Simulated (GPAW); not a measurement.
# FeS2 (Marcasite): which magnetic order is lowest, part 2 of 2

A self-consistent run ends on one state, which hangs on the start. Several orders of FeS2 (Marcasite) are started in GPAW and their energies compared.

GPAW 26.7.0; PBE with U = 4.5 eV on Fe d; plane waves with GPAW's PAW setups, scalar-relativistic.

So far. Step 2 (Run 1 (ferro ++)): After 23 cycles the largest moment stands at 3.16 μB.

**3. Order 2, typed as antiferro q=(1/2,0,0) +-+-**

Reversing part of the moments tests the sign of the couplings between them.

This order needs a doubled cell of 12 atoms. Its mesh is chosen so that both cells sample the same points.

Contents of order2.py:

```python
import json
import numpy as np
from ase import Atoms
from ase.parallel import paropen, parprint
from gpaw import GPAW

atoms = Atoms(['Fe', 'Fe', 'Fe', 'Fe', 'S', 'S', 'S', 'S', 'S', 'S', 'S', 'S'],
    cell=[[8.8892, 0.0, 0.0],
         [0.0, 5.4246, 0.0],
         [0.0, 0.0, 3.3864]],
    scaled_positions=[[0.0, 0.0, 0.0],
         [0.5, 0.0, 0.0],
         [0.25, 0.5, 0.5],
         [0.75, 0.5, 0.5],
         [0.1002, 0.3787, 0.0],
         [0.6002, 0.3787, 0.0],
         [0.3998, 0.6213, 0.0],
         [0.8998, 0.6213, 0.0],
         [0.3502, 0.1213, 0.5],
         [0.8502, 0.1213, 0.5],
         [0.1498, 0.8787, 0.5],
         [0.6498, 0.8787, 0.5]],
    pbc=True,
    magmoms=[4.0, -4.0, 4.0, -4.0, 0.0, 0.0, 0.0, 0.0, 0.0, 0.0, 0.0, 0.0])
atoms.calc = GPAW(mode={'name': 'pw', 'ecut': 550},
    xc='PBE',
    kpts={'size': (3, 4, 8), 'gamma': True},
    occupations={'name': 'fermi-dirac', 'width': 0.05},
    convergence={'density': 1e-05, 'energy': 1e-05},
    maxiter=200,
    setups={'Fe': ':d,4.5'},
    symmetry={'tolerance': 1e-4},
    txt='order2.txt')
e = atoms.get_potential_energy(force_consistent=True)
res = {'free_energy': e, 'energy_sigma0': atoms.get_potential_energy(), 'fermi_energy': atoms.calc.get_fermi_level()}
res['moments'] = atoms.get_magnetic_moments().tolist()
res['total'] = atoms.get_magnetic_moment()
parprint('site moments (muB):', np.round(res['moments'], 3))
parprint(f"total moment: {res['total']:.3f} muB")
parprint(f'free energy: {e:.6f} eV')
atoms.calc.write('order2.gpw')
with paropen('results.json', 'w') as f:
    json.dump(res, f)
```

On the command line:

```sh
> OMP_NUM_THREADS=1 mpirun -n 4 gpaw python order2.py > order2.log
```

Numbers of over 12 decimals in the logs are rounded to 6 here.

The log of the run:

```text
site moments (muB): [ 3.156 -3.156  3.156 -3.156  0.032 -0.032  0.046 -0.046 -0.046  0.046
  0.032 -0.032]
total moment: 0.000 muB
free energy: -58.715036 eV

--- order2.txt ---
Input parameters:
  mode=PW(ecut=550),
  convergence={'density': 1e-05, 'energy': 1e-05},
  kpts=MonkhorstPack(size=(3, 4, 8), gamma=True),
  maxiter=200,
  occupations=Occupations(name='fermi-dirac', width=0.05),
  setups={'Fe': ':d,4.5'},
  symmetry=Symmetry(tolerance=0.0001),
  xc=XC(name='PBE')

Diagonalizing LCAO Hamiltonian
Converting LCAO to pw mode
    .---------------------.
   /|                     |
  / |  S          S       |
 *  |   Fe         Fe     |
 |  .---------------------.
 | /     S  S       S  S /
 |/ S          S        /
 Fe---------Fe---------*

Atoms  # Å, Bohr magnetons
|    | symbol |        x |        y |        z |    initial magnetic moments |
|----|--------|----------|----------|----------|-----------------------------|
|  0 |     Fe | 0.000000 | 0.000000 | 0.000000 | ( 0.0000,  0.0000,  4.0000) |
|  1 |     Fe | 4.444600 | 0.000000 | 0.000000 | ( 0.0000,  0.0000, -4.0000) |
|  2 |     Fe | 2.222300 | 2.712300 | 1.693200 | ( 0.0000,  0.0000,  4.0000) |
|  3 |     Fe | 6.666900 | 2.712300 | 1.693200 | ( 0.0000,  0.0000, -4.0000) |
|  4 |      S | 0.890698 | 2.054296 | 0.000000 | ( 0.0000,  0.0000,  0.0000) |
|  5 |      S | 5.335298 | 2.054296 | 0.000000 | ( 0.0000,  0.0000,  0.0000) |
|  6 |      S | 3.553902 | 3.370304 | 0.000000 | ( 0.0000,  0.0000,  0.0000) |
|  7 |      S | 7.998502 | 3.370304 | 0.000000 | ( 0.0000,  0.0000,  0.0000) |
|  8 |      S | 3.112998 | 0.658004 | 1.693200 | ( 0.0000,  0.0000,  0.0000) |
|  9 |      S | 7.557598 | 0.658004 | 1.693200 | ( 0.0000,  0.0000,  0.0000) |
| 10 |      S | 1.331602 | 4.766596 | 1.693200 | ( 0.0000,  0.0000,  0.0000) |
| 11 |      S | 5.776202 | 4.766596 | 1.693200 | ( 0.0000,  0.0000,  0.0000) |

Unit cell  # Å
| periodic |        x |        y |        z |  lengths |    angles |
|----------|----------|----------|----------|----------|-----------|
|      yes | 8.889200 | 0.000000 | 0.000000 | 8.889200 | 90.000000 |
|      yes | 0.000000 | 5.424600 | 0.000000 | 5.424600 | 90.000000 |
|      yes | 0.000000 | 0.000000 | 3.386400 | 3.386400 | 90.000000 |

Number of symmetries: 2

BZ-sampling:
  Number of BZ points: 96
  Number of IBZ points: 35

  Monkhorst-Pack size: [3, 4, 8]
  Monkhorst-Pack shift: [0.0, 0.125, 0.0625]

Plane wave coefficients: 4809
Cutoff: 550.0 eV

Spin-components: 2 (collinear spins)
Bands:           52
Projectors:      64
Spin-degeneracy: 1
Datatype:        complex128

Parallelization:
  kpt:    4
  domain: 1
  band:   1

Density:
  Valence electrons: 80.0
  Components: 2
  Grid points: [49 30 20]
  Charge: 0.0  # |e|

Potential:
  Grid points: [49 30 20]

[... setups left out ...]
Reference energy: -225338.777580  # eV

eigensolver:
  PPCG
  Converge bands: occupied
  niter=2

density mixing:
  MSR1-Mixer
  Pratt-step length: 0.05
  Maximum mixing coefficient: 0.75
  Old densities: 10
  SVD Regularization: 0.005
  Good broyden scale: 1.0
  Trust region scale: 1.0
  Backstep threshold: 4.0
  History deletion threshold: 6.0
  Fourier metric: weight=20.0, sigma=0.015

occupation numbers:
  Fermi-Dirac:
    width: 0.0500  # eV

poisson solver:
  ecut: 4400.0  # eV

xc functional:
  name: PBE with 2 nearest neighbor stencil

convergence criteria:
- Maximum integral of absolute [dens]ity change: 1e-05 electrons / valence electron
- Maximum [total energy] change in last 3 cyles: 1e-05 eV / valence electron
- Maximum integral of absolute [eigenst]ate change: 4e-08 eV^2 / valence electron
maximum number of iterations: 200

SCF iterations
|iter     |      energy | eigst |  dens |  magmom |
|---------|-------------|-------|-------|---------|
|iter:   1|       0s |  -56.651992 | +0.51 |       |  +0.0000|
|iter:   2|       9s |  -57.029224 | -0.74 | -0.97 |  +0.0000|
|iter:   3|      18s |  -57.344157 | -1.51 | -1.01 |  -0.0000|
|iter:   4|      26s |  -57.554086 | -1.59 | -1.21 |  -0.0001|
|iter:   5|      36s |  -57.954595 | -1.94 | -1.53 |  +0.0008|
|iter:   6|      45s |  -58.422093 | -1.80 | -1.70 |  -0.0014|
|iter:   7|      54s |  -58.600288 | -1.68 | -1.67 |  -0.0050|
|iter:   8|      63s |  -58.803672 | -1.81 | -1.88 |  +0.0053|
|iter:   9|      72s |  -58.674310 | -2.04 | -1.67 |  -0.0005|
|iter:  10|      81s |  -58.677324 | -3.05 | -2.10 |  +0.0000|
[... 12 iterations left out ...]
|iter:  23|     199s |  -58.700395c| -5.19 | -4.04 |  +0.0000|
|iter:  24|     208s |  -58.700418c| -5.11 | -3.96 |  +0.0000|
|iter:  25|     217s |  -58.700426c| -5.08 | -3.88 |  +0.0000|
|iter:  26|     226s |  -58.700434c| -6.12 | -3.98 |  -0.0000|
|iter:  27|     235s |  -58.700445c| -6.47 | -4.11 |  -0.0000|
|iter:  28|     243s |  -58.700452c| -5.92 | -4.40 |  -0.0000|
|iter:  29|     252s |  -58.700453c| -6.21 | -4.58 |  +0.0000|
|iter:  30|     261s |  -58.700453c| -6.57 | -4.74 |  -0.0000|
|iter:  31|     270s |  -58.700452c| -7.29 | -4.92 |  +0.0000|
|iter:  32|     275s |  -58.700452c| -7.81c| -5.13c|  +0.0000|

Converged in 32 steps
Energy contributions relative to reference atoms: (reference = -225338.777580)

Energy contributions:
  Kinetic:         252.741443
  Coulomb:        -208.063027
  Zero:              0.480449
  External:          0.000000
  Xc:             -103.844733
  Entropy:          -0.029167
  Spinorbit:         0.000000
  ----------------------------
  Free energy:     -58.715036
  Extrapolated:    -58.700452

dipole moment: (-21.491307, -26.272747, -59.829390)  # |e|*Ang

Total magnetic moment: (0.000000, 0.000000, 0.000000)

Local magnetic moments
|        x |        y |         z |
|----------|----------|-----------|
| 0.000000 | 0.000000 |  3.156157 |  # Fe   0
| 0.000000 | 0.000000 | -3.156147 |  # Fe   1
| 0.000000 | 0.000000 |  3.156150 |  # Fe   2
| 0.000000 | 0.000000 | -3.156159 |  # Fe   3
| 0.000000 | 0.000000 |  0.031815 |  # S    4
| 0.000000 | 0.000000 | -0.031818 |  # S    5
| 0.000000 | 0.000000 |  0.046079 |  # S    6
| 0.000000 | 0.000000 | -0.046081 |  # S    7
| 0.000000 | 0.000000 | -0.046079 |  # S    8
| 0.000000 | 0.000000 |  0.046080 |  # S    9
| 0.000000 | 0.000000 |  0.031817 |  # S   10
| 0.000000 | 0.000000 | -0.031815 |  # S   11

Fermi level: 10.323
Eigenvalues  # (at kpt = [0.000, 0.000, 0.000])
| band index |      eig [eV] | occ [0-1] |      eig [eV] | occ [0-1] |
|------------|---------------|-----------|---------------|-----------|
|          0 |        -7.079 |     1.000 |        -7.079 |     1.000 |
|        ... |               |           |               |           |
|         31 |         8.093 |     1.000 |         8.093 |     1.000 |
|         32 |         8.210 |     1.000 |         8.209 |     1.000 |
|         33 |         8.371 |     1.000 |         8.371 |     1.000 |
|         34 |         8.431 |     1.000 |         8.431 |     1.000 |
|         35 |         8.489 |     1.000 |         8.489 |     1.000 |
|         36 |         9.535 |     1.000 |         9.535 |     1.000 |
|         37 |        10.159 |     0.964 |        10.159 |     0.964 |
|         38 |        10.233 |     0.858 |        10.233 |     0.858 |
|         39 |        10.674 |     0.001 |        10.674 |     0.001 |
|         40 |        10.980 |     0.000 |        10.980 |     0.000 |
|         41 |        11.013 |     0.000 |        11.013 |     0.000 |
|         42 |        11.476 |     0.000 |        11.476 |     0.000 |
|         43 |        11.633 |     0.000 |        11.633 |     0.000 |
|         44 |        11.728 |     0.000 |        11.728 |     0.000 |
|         45 |        11.840 |     0.000 |        11.840 |     0.000 |
|         46 |        12.195 |     0.000 |        12.195 |     0.000 |
|        ... |               |           |               |           |
|         51 |        14.588 |     0.000 |        14.588 |     0.000 |

No gap
No difference between direct/indirect transitions
```

Wall time 4.9 min (4 MPI ranks of Arm Neoverse V1, shared host); peak memory 1.2 GiB; 19 min of CPU time.

Spin moment in the augmentation sphere by atom:

| atom | spin moment in the augmentation sphere (μB) |
| --- | --- |
| Fe1 | 3.16 |
| Fe2 | -3.16 |
| Fe3 | 3.16 |
| Fe4 | -3.16 |
| S5 | 0.03 |
| S6 | -0.03 |
| S7 | 0.05 |
| S8 | -0.05 |
| S9 | -0.05 |
| S10 | 0.05 |
| S11 | 0.03 |
| S12 | -0.03 |

Read from the output:

* magnetization: 0 μB
* final state: antiferromagnetic

It lies 34.2 meV a seeded atom under the first start, and its largest moment is 3.16 μB against 3.16 μB.

**4. Order 3, typed as antiferro +-**

An opposed order shows whether the pairs that it reverses prefer unlike signs.

Contents of order3.py:

```python
import json
import numpy as np
from ase import Atoms
from ase.parallel import paropen, parprint
from gpaw import GPAW

atoms = Atoms(['Fe', 'Fe', 'S', 'S', 'S', 'S'],
    cell=[[4.4446, 0.0, 0.0],
         [0.0, 5.4246, 0.0],
         [0.0, 0.0, 3.3864]],
    scaled_positions=[[0.0, 0.0, 0.0],
         [0.5, 0.5, 0.5],
         [0.2004, 0.3787, 0.0],
         [0.7996, 0.6213, 0.0],
         [0.7004, 0.1213, 0.5],
         [0.2996, 0.8787, 0.5]],
    pbc=True,
    magmoms=[4.0, -4.0, 0.0, 0.0, 0.0, 0.0])
atoms.calc = GPAW(mode={'name': 'pw', 'ecut': 550},
    xc='PBE',
    kpts={'size': (6, 4, 8), 'gamma': True},
    occupations={'name': 'fermi-dirac', 'width': 0.05},
    convergence={'density': 1e-05, 'energy': 1e-05},
    maxiter=200,
    setups={'Fe': ':d,4.5'},
    symmetry={'tolerance': 1e-4},
    txt='order3.txt')
e = atoms.get_potential_energy(force_consistent=True)
res = {'free_energy': e, 'energy_sigma0': atoms.get_potential_energy(), 'fermi_energy': atoms.calc.get_fermi_level()}
res['moments'] = atoms.get_magnetic_moments().tolist()
res['total'] = atoms.get_magnetic_moment()
parprint('site moments (muB):', np.round(res['moments'], 3))
parprint(f"total moment: {res['total']:.3f} muB")
parprint(f'free energy: {e:.6f} eV')
atoms.calc.write('order3.gpw')
with paropen('results.json', 'w') as f:
    json.dump(res, f)
```

On the command line:

```sh
> OMP_NUM_THREADS=1 mpirun -n 4 gpaw python order3.py > order3.log
```

The log of the run:

```text
site moments (muB): [ 3.134 -3.133  0.     0.    -0.    -0.   ]
total moment: 0.000 muB
free energy: -29.780326 eV

--- order3.txt ---
Input parameters:
  mode=PW(ecut=550),
  convergence={'density': 1e-05, 'energy': 1e-05},
  kpts=MonkhorstPack(size=(6, 4, 8), gamma=True),
  maxiter=200,
  occupations=Occupations(name='fermi-dirac', width=0.05),
  setups={'Fe': ':d,4.5'},
  symmetry=Symmetry(tolerance=0.0001),
[...]
|         14 |         6.582 |     1.000 |         6.582 |     1.000 |
|         15 |         7.242 |     1.000 |         7.242 |     1.000 |
[...]
|         24 |        14.054 |     0.000 |        14.054 |     0.000 |
|         25 |        14.121 |     0.000 |        14.121 |     0.000 |
|         26 |        15.328 |     0.000 |        15.328 |     0.000 |
|         27 |        15.375 |     0.000 |        15.375 |     0.000 |

No gap
No difference between direct/indirect transitions

[key lines of the parts left out:]
Free energy:     -29.780326
Converged in 22 steps
dipole moment: (-10.739962, -13.108041, -29.918992)  # |e|*Ang
Fermi level: 10.156
```

The job ended after 92 s (4 MPI ranks; peak memory 0.92 GiB).

Spin moment in the augmentation sphere by atom:

| atom | spin moment in the augmentation sphere (μB) |
| --- | --- |
| Fe1 | 3.13 |
| Fe2 | -3.13 |
| S3 | 0.00 |
| S4 | 0.00 |
| S5 | 0.00 |
| S6 | 0.00 |

This step gave:

| Quantity | Value |
| --- | --- |
| magnetization | 0 μB |
| final state | antiferromagnetic |

It lies 246 meV a seeded atom under the first start, and its largest moment is 3.13 μB against 3.16 μB.

**5. Order 4, typed as antiferro q=(0,1/2,0) +-+-**

Reversing part of the moments tests the sign of the couplings between them.

This order needs a doubled cell of 12 atoms. Its mesh is chosen so that both cells sample the same points.

Contents of order4.py:

```python
import json
import numpy as np
from ase import Atoms
from ase.parallel import paropen, parprint
from gpaw import GPAW

atoms = Atoms(['Fe', 'Fe', 'Fe', 'Fe', 'S', 'S', 'S', 'S', 'S', 'S', 'S', 'S'],
    cell=[[4.4446, 0.0, 0.0],
         [0.0, 10.8492, 0.0],
         [0.0, 0.0, 3.3864]],
    scaled_positions=[[0.0, 0.0, 0.0],
         [0.0, 0.5, 0.0],
         [0.5, 0.25, 0.5],
         [0.5, 0.75, 0.5],
         [0.2004, 0.18935, 0.0],
         [0.2004, 0.68935, 0.0],
         [0.7996, 0.31065, 0.0],
         [0.7996, 0.81065, 0.0],
         [0.7004, 0.06065, 0.5],
         [0.7004, 0.56065, 0.5],
         [0.2996, 0.43935, 0.5],
         [0.2996, 0.93935, 0.5]],
    pbc=True,
    magmoms=[4.0, -4.0, 4.0, -4.0, 0.0, 0.0, 0.0, 0.0, 0.0, 0.0, 0.0, 0.0])
atoms.calc = GPAW(mode={'name': 'pw', 'ecut': 550},
    xc='PBE',
    kpts={'size': (6, 2, 8), 'gamma': True},
    occupations={'name': 'fermi-dirac', 'width': 0.05},
    convergence={'density': 1e-05, 'energy': 1e-05},
    maxiter=200,
    setups={'Fe': ':d,4.5'},
    symmetry={'tolerance': 1e-4},
    txt='order4.txt')
e = atoms.get_potential_energy(force_consistent=True)
res = {'free_energy': e, 'energy_sigma0': atoms.get_potential_energy(), 'fermi_energy': atoms.calc.get_fermi_level()}
res['moments'] = atoms.get_magnetic_moments().tolist()
res['total'] = atoms.get_magnetic_moment()
parprint('site moments (muB):', np.round(res['moments'], 3))
parprint(f"total moment: {res['total']:.3f} muB")
parprint(f'free energy: {e:.6f} eV')
atoms.calc.write('order4.gpw')
with paropen('results.json', 'w') as f:
    json.dump(res, f)
```

On the command line:

```sh
> OMP_NUM_THREADS=1 mpirun -n 4 gpaw python order4.py > order4.log
```

The log of the run:

```text
site moments (muB): [ 3.141 -3.141  3.141 -3.141  0.008 -0.008 -0.023  0.023  0.008 -0.008
  0.023 -0.023]
total moment: -0.000 muB
free energy: -59.086168 eV

--- order4.txt ---
Input parameters:
  mode=PW(ecut=550),
  convergence={'density': 1e-05, 'energy': 1e-05},
  kpts=MonkhorstPack(size=(6, 2, 8), gamma=True),
  maxiter=200,
  occupations=Occupations(name='fermi-dirac', width=0.05),
  setups={'Fe': ':d,4.5'},
[...]
|         33 |         8.170 |     1.000 |         8.170 |     1.000 |
[...]
|         43 |        11.564 |     0.000 |        11.564 |     0.000 |
|         44 |        11.629 |     0.000 |        11.629 |     0.000 |
|         45 |        11.981 |     0.000 |        11.981 |     0.000 |
|        ... |               |           |               |           |
|         51 |        14.445 |     0.000 |        14.445 |     0.000 |

No gap
No difference between direct/indirect transitions

[key lines of the parts left out:]
Free energy:     -59.086168
Converged in 26 steps
dipole moment: (-21.469206, -26.201232, -59.842877)  # |e|*Ang
Fermi level: 10.268
```

The job ended after 4 min (4 MPI ranks; peak memory 1.3 GiB).

This step gave:

```
magnetization  : 0 μB
final state    : antiferromagnetic
largest moment : 3.141 μB
```

It lies 127 meV a seeded atom under the first start, and its largest moment is 3.14 μB against 3.16 μB.

**6. Run 5 (no spin polarisation)**

This run holds no moments, which gives a state to set the others against.

Contents of nospin.py:

```python
import json
import numpy as np
from ase import Atoms
from ase.parallel import paropen, parprint
from gpaw import GPAW

atoms = Atoms(['Fe', 'Fe', 'S', 'S', 'S', 'S'],
    cell=[[4.4446, 0.0, 0.0],
         [0.0, 5.4246, 0.0],
         [0.0, 0.0, 3.3864]],
    scaled_positions=[[0.0, 0.0, 0.0],
         [0.5, 0.5, 0.5],
         [0.2004, 0.3787, 0.0],
         [0.7996, 0.6213, 0.0],
         [0.7004, 0.1213, 0.5],
         [0.2996, 0.8787, 0.5]],
    pbc=True)
atoms.calc = GPAW(mode={'name': 'pw', 'ecut': 550},
    xc='PBE',
    kpts={'size': (6, 4, 8), 'gamma': True},
    occupations={'name': 'fermi-dirac', 'width': 0.05},
    convergence={'density': 1e-05, 'energy': 1e-05},
    maxiter=200,
    setups={'Fe': ':d,4.5'},
    symmetry={'tolerance': 1e-4},
    txt='nospin.txt')
e = atoms.get_potential_energy(force_consistent=True)
res = {'free_energy': e, 'energy_sigma0': atoms.get_potential_energy(), 'fermi_energy': atoms.calc.get_fermi_level()}
parprint(f'free energy: {e:.6f} eV')
atoms.calc.write('nospin.gpw')
with paropen('results.json', 'w') as f:
    json.dump(res, f)
```

On the command line:

```sh
> OMP_NUM_THREADS=1 mpirun -n 4 gpaw python nospin.py > nospin.log
```

The log of the run:

```text
free energy: -30.097415 eV

--- nospin.txt ---
Input parameters:
  mode=PW(ecut=550),
  convergence={'density': 1e-05, 'energy': 1e-05},
  kpts=MonkhorstPack(size=(6, 4, 8), gamma=True),
  maxiter=200,
  occupations=Occupations(name='fermi-dirac', width=0.05),
  setups={'Fe': ':d,4.5'},
  symmetry=Symmetry(tolerance=0.0001),
  xc=XC(name='PBE')

Diagonalizing LCAO Hamiltonian
Converting LCAO to pw mode
    .----------.
[...]
|         15 |         7.765 |     2.000 |
[...]
|         24 |        13.638 |     0.000 |
|         25 |        13.656 |     0.000 |
|         26 |        14.387 |     0.000 |
|         27 |        15.277 |     0.000 |

Gap: 1.528 eV
Transition (v -> c):
  (s=0, k=40, n=19, [0.33, 0.00, 0.00]) -> (s=0, k=5, n=20, [0.00, 0.25, 0.00])
Direct/indirect transitions are different
Direct gap: 2.131 eV
Transition at: (s=0, k=40, n=19, [0.33, 0.00, 0.00])

[key lines of the parts left out:]
Free energy:     -30.097415
Converged in 16 steps
dipole moment: (-10.773769, -13.149302, -29.920386)  # |e|*Ang
Fermi level: 9.832
```

It took 34 s on 4 MPI ranks; peak memory 0.79 GiB; 2.3 min of CPU time.

This step gave:

- final state: non-magnetic (no spin polarisation)

It lies 404 meV a seeded atom under the first start.

**7. The states side by side**

These are free energies at a smearing of 0.05 eV, so its entropy term is in the differences. They are divided by the number of seeded atoms, so that cells of unlike size compare. Wavevectors q in the names are fractions of the reciprocal vectors of the first run's cell.

Orders:

| start | final state | typed order kept | energy over the lowest (meV a seeded atom) | largest site moment (μB) | net moment (μB a primitive cell) | mesh matched | CPU time (s) |
| --- | --- | --- | --- | --- | --- | --- | --- |
| ferro ++ | ferromagnetic | yes | 404.1 | 3.163 | 6.501 | yes | 455.8 |
| antiferro q=(1/2,0,0) +-+- | antiferromagnetic | yes | 369.9 | 3.156 | 0 | yes | 1160 |
| antiferro +- | antiferromagnetic | yes | 158.5 | 3.134 | 0 | yes | 364.6 |
| antiferro q=(0,1/2,0) +-+- | antiferromagnetic | yes | 277.2 | 3.141 | 0 | yes | 944.1 |
| no spin polarisation | non-magnetic | - | 0 | 0 | 0 | yes | 136.2 |

**8. Summary of results**

| Property | Result |
| --- | --- |
| lowest state found | non-magnetic (typed no spin polarisation) |
| largest site moment | 0 μB |
| next state | antiferromagnetic, 159 meV a seeded atom higher |

**Reading.** The lowest state carries no moment above 0.15 μB; states with moments lie higher. The next state costs 159 meV a seeded atom. Only 5 starts are shown; other collinear patterns, canted and longer-period orders are not.

[Logs and program files are shortened in this print: banners, set-up blocks, solver, clock and traceback lines can be left out without a mark of their own.]

[Logs are printed without paths, hosts, clocks, repeated set-up lines and the standing remarks that a program may print on its own settings, such as how far it seeks lower states.]

[Hosts, paths, dates, database ids (printed as entryN), source tags and the programs' standing remarks are cut or masked in the printed files.]

[Where a cell is said to come from a database of computed structures, the database is the Materials Project.]
